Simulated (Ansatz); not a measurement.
# TaBr3 (honeycomb trihalide sheet): Hubbard U and Hund's J by constrained RPA, part 2 of 2

Aim: U, U′ and J for the Ta t2g shell of TaBr3 (honeycomb trihalide sheet).

Ansatz 0.2.0; non-magnetic LDA, then constrained RPA, plane waves, PAW.

So far: Set-up; LDA bands and orbital weights.

## (3) Constrained RPA: Ta t2g, bands v2 to c4, 6×6×1 mesh, medium accuracy

Constrained RPA screens the interaction with every transition except those inside the target bands, which a later many-body model would treat itself.

This step: constrained RPA on LDA, plane waves, PAW.

File input.yaml:

```yaml
crystal:
  lattice:
    - [4.83316635, -2.41658318, 2.41658318]
    - [-2.41658318, -2.41658318, -4.83316635]
    - [17.23921716, 17.23921716, -17.23921716]
  atoms:
    - { symbol: Ta, position: [0.3333333333, 0.6666666667, 0.3186555567] }
    - { symbol: Ta, position: [0.6666666667, 0.3333333333, 0.3186555567] }
    - { symbol: Br, position: [0.3213057264, 0.0, 0.3720803253] }
    - { symbol: Br, position: [0.0, 0.3213057264, 0.3720803253] }
    - { symbol: Br, position: [0.6786942736, 0.6786942736, 0.3720803253] }
    - { symbol: Br, position: [0.6786942736, 0.0, 0.2652307882] }
    - { symbol: Br, position: [0.0, 0.6786942736, 0.2652307882] }
    - { symbol: Br, position: [0.3213057264, 0.3213057264, 0.2652307882] }
  periodic: [true, true, false]
kpoints:
  mp_grid: { grid: [6, 6, 1] }
hamiltonian:
  xc: lda
scf:
  occupations: { method: gaussian, width: 0.08 }
  n_extra_bands: 24
  max_iter: 150
  lower_state_search: "off"
output:
  crpa:
    kmesh: [6, 6, 1]
    target_bands: [v2, c4]
    projections: [{ species: Ta, l: d, shell: 5, orbitals: [dxz, dyz, dxy] }]
  local_orbitals:
    kmesh: [12, 12, 1]
    orbitals: [{ species: Ta, l: d, shell: 5, orbitals: [dxz, dyz, dxy] }]
    window: { bands: [v2, c4] }
    seedname: lo
```

The run is started by

```bash
ansatz run input.yaml --threads 4 --pin off --max-ram 14745MiB --backend cpu --events-out ev --progress --plain --runs-dir out
```

Numbers of over 12 decimals in the logs are rounded to 6 here.

What it wrote:

```text
[...]
Crystal: 8 atoms, lattice volume = 906.074 Å³
Basis set: ecut = 420 eV, 17619 PW (Γ)
Bands: 58, of which v1, the nominal top of the filled ones, is band 34 counted from 1 (33 counted from 0)
Symmetry: 12 space group operations
[...]
k-points: 7 of 36
[...]
SCF iter   1: F=—  HF=-35533.862644 eV  |F-HF|=—  |Δ(HF+E_count)|=         —  Δρ=2.18e-3  dr2=2.84e-2  ethr=1.77e-3  ⟨swp⟩=13.0  Hψ=3108  notcnv=0  defer=70
[...]
SCF iter   8: F=-35533.861251 eV  HF=-35533.861251 eV  |F-HF|=1.11e-7  |Δ(HF+E_count)|=   7.76e-7  Δρ=1.17e-6  dr2=1.38e-8  ethr=1.47e-10  ⟨swp⟩=27.6  Hψ=3305  notcnv=0
SCF 1 converged in 8 iterations: F = -35533.861251 eV  dr2 = 1.38e-8
[...]
NSCF: frozen V_eff on 22 k-points
[...]
cRPA screening: q 1/36
cRPA screening: q 2/36
cRPA screening: q 6/36 (q-point 3)
cRPA screening: q 10/36 (q-point 4)
cRPA screening: q 12/36 (q-point 8)
cRPA screening: q 14/36 (q-point 9)
cRPA screening: q 18/36 (q-point 10)
cRPA screening: q 22/36 (q-point 11)
cRPA screening: q 26/36 (q-point 12)
cRPA screening: q 28/36 (q-point 15)
cRPA screening: q 30/36 (q-point 16)
cRPA screening: q 34/36 (q-point 17)
cRPA screening: q 36/36 (q-point 22)
SCF converged after 8 iterations
Free energy (F): -35533.861251 eV
[...]
Internal energy: -35533.835715 eV  (E = F + TS)
E sigma→0 (E₀):  -35533.848483 eV
Entropy (-TS):   -0.025536 eV (-3.192 meV/atom)
Fermi energy:    -4.567263 eV
[...]
--- Band table (eV; the first three rows and the last of 7) ---
  k-point 0: bands = [... 30 lower, -6.5517, -6.5517, -4.4422, -4.2668, -4.2668, -3.4137, -3.4137, -3.2688, ... 20 higher]
  k-point 1: bands = [... 30 lower, -7.2268, -6.7536, -4.4596, -4.4553, -4.2899, -3.3388, -3.3385, -3.0986, ... 20 higher]
  k-point 2: bands = [... 30 lower, -7.4008, -7.1203, -4.9829, -4.5898, -4.4043, -3.2788, -3.1903, -2.7999, ... 20 higher]
  k-point 6: bands = [... 30 lower, -7.4216, -7.4216, -5.1769, -5.0808, -5.0808, -2.8886, -2.8886, -2.8504, ... 20 higher]
  the weakly bound empty levels are not read free of the cell's end (no_gap_told)
--- cRPA (band scheme, projected local orbitals): target bands 33..38 (1-based), 6 Wannier function(s), 6×6×1 mesh, 76 bands' worth read of 81 solved, ecut_chi 136.0 eV, v(q+G=0) probe_charge, pair densities all_electron ---
  χ-basis size per q: N_G = 3228..3281
  window electrons = 4.0000, filled by tetrahedron_uncorrected; constrained ε̄⁻¹(q = 0, 0) head = 0.695061; min gauge Gram eig = 0.6185
  Kanamori averages over each shell's own Wannier functions (sites counted from 0, functions from 1):
  Each shell's averages of U are screened by what lies outside the whole window alone: parameters of one model of all the shells.
    Site 0, 5D, 3 of 5 d orbitals (Wannier functions 1, 2, 3; wannier90's mr 2, 3, 5):
      screened: U = 3.2963 eV, U' = 2.7623 eV, J = 0.2368 eV
      screened, to within: U = 8.4e-3 eV, U' = 8.4e-3 eV, J = 5.0e-4 eV
      bare: V = 9.4292 eV, V' = 8.6712 eV, J = 0.3375 eV
    Site 1, 5D, 3 of 5 d orbitals (Wannier functions 4, 5, 6; wannier90's mr 2, 3, 5):
      screened: U = 3.2963 eV, U' = 2.7623 eV, J = 0.2368 eV
      screened, to within: U = 8.4e-3 eV, U' = 8.4e-3 eV, J = 5.0e-4 eV
      bare: V = 9.4292 eV, V' = 8.6712 eV, J = 0.3375 eV
  Hermiticity witness max|P − P†| over intra, direct and exchange elements: 5.77e-15 eV (screened), 5.40e-17 eV (bare)
  Reality witness max|Im| over intra, direct and exchange elements: 1.56e-16 eV (screened), 3.19e-16 eV (bare)
```

Elapsed: 22 min, on 4 threads of Arm Neoverse V2, shared host; peak memory 5.5 GiB.

Numbers from this step:

- U: 3.296 eV
- U prime (inter-orbital): 2.762 eV
- J: 0.2368 eV
- bare V: 9.429 eV
- bare J: 0.3375 eV
- stated bound on U: 0.008343 eV
- U over bare V: 0.3496
- electrons in the window: 4.000
- head of the constrained inverse dielectric matrix: 0.6951
- least eigenvalue of the projection's overlap: 0.6185
- target functions: 6
- bands in the sums: 76
- r.m.s. miss of the model bands: 1.30e-5 eV
- width of the target bands: 2.727 eV
- weight of the projected orbitals in the window: 0.7751

On the Ta t2g shell, screening brings the on-site interaction from 9.4 eV down to U = 3.30 eV.

Kanamori averages over each shell's functions. Crpa shells, by row:

| site | element | shell | orbitals | U (eV) | U' (eV) | J (eV) | bare V (eV) | bare V' (eV) | bare J (eV) | bound on U (eV) |
| --- | --- | --- | --- | --- | --- | --- | --- | --- | --- | --- |
| 1 | Ta | 5D | 3 | 3.296 | 2.762 | 0.2368 | 9.429 | 8.671 | 0.3375 | 0.008343 |
| 2 | Ta | 5D | 3 | 3.296 | 2.762 | 0.2368 | 9.429 | 8.671 | 0.3375 | 0.008343 |

Density-density elements U_iijj, eV. U matrix, by row:

| orbital | Ta1 dxz | Ta1 dyz | Ta1 dxy | Ta2 dxz | Ta2 dyz | Ta2 dxy |
| --- | --- | --- | --- | --- | --- | --- |
| Ta1 dxz | 3.296 | 2.762 | 2.762 | 1.773 | 1.666 | 1.666 |
| Ta1 dyz | 2.762 | 3.296 | 2.762 | 1.666 | 1.592 | 1.629 |
| Ta1 dxy | 2.762 | 2.762 | 3.296 | 1.666 | 1.629 | 1.592 |
| Ta2 dxz | 1.773 | 1.666 | 1.666 | 3.296 | 2.762 | 2.762 |
| Ta2 dyz | 1.666 | 1.592 | 1.629 | 2.762 | 3.296 | 2.762 |
| Ta2 dxy | 1.666 | 1.629 | 1.592 | 2.762 | 2.762 | 3.296 |

Exchange elements U_ijji, eV. J matrix, by row:

| orbital | Ta1 dxz | Ta1 dyz | Ta1 dxy | Ta2 dxz | Ta2 dyz | Ta2 dxy |
| --- | --- | --- | --- | --- | --- | --- |
| Ta1 dxz | - | 0.237 | 0.237 | 0.034 | 0.006 | 0.006 |
| Ta1 dyz | 0.237 | - | 0.237 | 0.006 | 0.003 | 0.013 |
| Ta1 dxy | 0.237 | 0.237 | - | 0.006 | 0.013 | 0.003 |
| Ta2 dxz | 0.034 | 0.006 | 0.006 | - | 0.237 | 0.237 |
| Ta2 dyz | 0.006 | 0.003 | 0.013 | 0.237 | - | 0.237 |
| Ta2 dxy | 0.006 | 0.013 | 0.003 | 0.237 | 0.237 | - |

Projected local orbitals of the target window. The electronic bands at the labelled points (eV, zero at the Fermi level; # counts the bands kept):

| point | #1 | #2 | #3 | #4 | #5 | #6 |
| --- | --- | --- | --- | --- | --- | --- |
| Γ | 0.13 | 0.30 | 0.30 | 1.15 | 1.15 | 1.30 |
| halfway | -0.13 | 0.05 | 0.23 | 1.28 | 1.31 | 1.62 |
| M | -0.80 | -0.11 | 0.08 | 1.28 | 1.43 | 1.93 |
| halfway | -0.73 | -0.30 | -0.19 | 1.44 | 1.56 | 1.88 |
| K | -0.61 | -0.51 | -0.51 | 1.68 | 1.68 | 1.72 |
| halfway | -0.09 | -0.06 | 0.00 | 1.34 | 1.40 | 1.68 |
| Γ | 0.13 | 0.30 | 0.30 | 1.15 | 1.15 | 1.30 |

The same for Kohn-Sham, solved directly:

| point | #1 | #2 | #3 | #4 | #5 | #6 |
| --- | --- | --- | --- | --- | --- | --- |
| Γ | 0.13 | 0.30 | 0.30 | 1.15 | 1.15 | 1.30 |
| M | -0.80 | -0.11 | 0.08 | 1.28 | 1.43 | 1.93 |
| K | -0.61 | -0.51 | -0.51 | 1.68 | 1.68 | 1.72 |
| Γ | 0.13 | 0.30 | 0.30 | 1.15 | 1.15 | 1.30 |

The first set of electronic bands as a text plot (rows in eV, shown from -0.8 to 1.3 only):

```
    1.3 |*    *****************                       *****     *
    1.2 |*****                                             ******
    1.1 |
    1.0 |
    0.9 |
    0.8 |
    0.7 |
    0.6 |
    0.6 |
    0.5 |
    0.4 |
    0.3 |*********                                         ******
    0.2 |   **    ****                                   ****
    0.1 |*********    ********                        ***********
    0.0 |       ******        **                    *****
   -0.1 |             ****      **                  **
   -0.1 |         **      ******  *               **
   -0.2 |                       ****           *****
   -0.3 |           **             **        *****
   -0.4 |                            ***   *******
   -0.5 |             **              *********
   -0.6 |                               *****
   -0.7 |               **          ****
   -0.8 |                 **********
         Γ                   M           K                      Γ
```

Onsite levels, by row:

| orbital | level less Fermi level (eV) |
| --- | --- |
| Ta1 dxz | 0.6709 |
| Ta1 dyz | 0.6709 |
| Ta1 dxy | 0.6709 |
| Ta2 dxz | 0.6709 |
| Ta2 dyz | 0.6709 |
| Ta2 dxy | 0.6709 |

Largest distinct elements between sites. Hoppings, by row:

| from | to | cell | distance (Å) | t (eV) |
| --- | --- | --- | --- | --- |
| Ta2 dxz | Ta1 dxz | 0 0 0 | 3.418 | -0.7983 |
| Ta1 dxy | Ta2 dxy | 0 0 0 | 3.418 | 0.2169 |
| Ta2 dxy | Ta1 dxy | -1 -1 0 | 6.835 | -0.0973 |
| Ta1 dyz | Ta1 dxz | 0 -1 0 | 5.919 | -0.0337 |
| Ta1 dyz | Ta2 dxz | 0 1 0 | 3.418 | -0.026 |
| Ta1 dxy | Ta1 dxy | -1 0 0 | 5.919 | 0.0219 |
| Ta1 dyz | Ta1 dyz | -1 -2 0 | 10.25 | -0.0187 |
| Ta2 dyz | Ta1 dxy | 1 -1 0 | 6.835 | 0.0152 |
| Ta2 dxy | Ta1 dyz | 2 0 0 | 9.042 | -0.0147 |
| Ta1 dxy | Ta1 dxz | 1 1 0 | 5.919 | 0.0123 |
| Ta2 dyz | Ta1 dxy | 2 1 0 | 9.042 | 0.0105 |
| Ta1 dxz | Ta2 dxz | 1 1 0 | 6.835 | -0.0079 |

## (4) Outcome

| Quantity | Value |
| --- | --- |
| Ta t2g | U 3.30 eV, U′ 2.76 eV, J 0.24 eV, bare V 9.4 eV |
| method | constrained RPA on non-magnetic LDA, 6×6×1 mesh, static; search for lower states off |

For Ta t2g, screening cuts the on-site interaction from 9.43 eV to 3.30 eV (35 %), while J goes only from 0.34 eV to 0.24 eV: the monopole is screened far more than the multipoles. U − 2J differs from U′ by +0.06 eV, so the Kanamori relation holds well. U is 1.2 times the width of the target bands. The parent state is non-magnetic and the interaction static (zero frequency); U depends on the window and the orbitals, so it belongs to this model alone. The bands cross the Fermi level under this constraint, which need not be the crystal's state: magnetic order, correlation or a lattice distortion may open a gap. Spin-orbit coupling, which is strong for atoms this heavy, is left out.

[Paths, hosts, dates, memory and timing lines, banners, echoed tables and standing remarks are left out of the program output.]

[Logs are printed without paths, hosts, clocks, repeated set-up lines and the standing remarks that a program may print on its own settings, such as how far it seeks lower states.]

[Runs of the session that timed out or met a known fault of the program may be left out.]

[Hosts, paths, dates, database ids (printed as entryN), source tags and the programs' standing remarks are cut or masked in the printed files.]
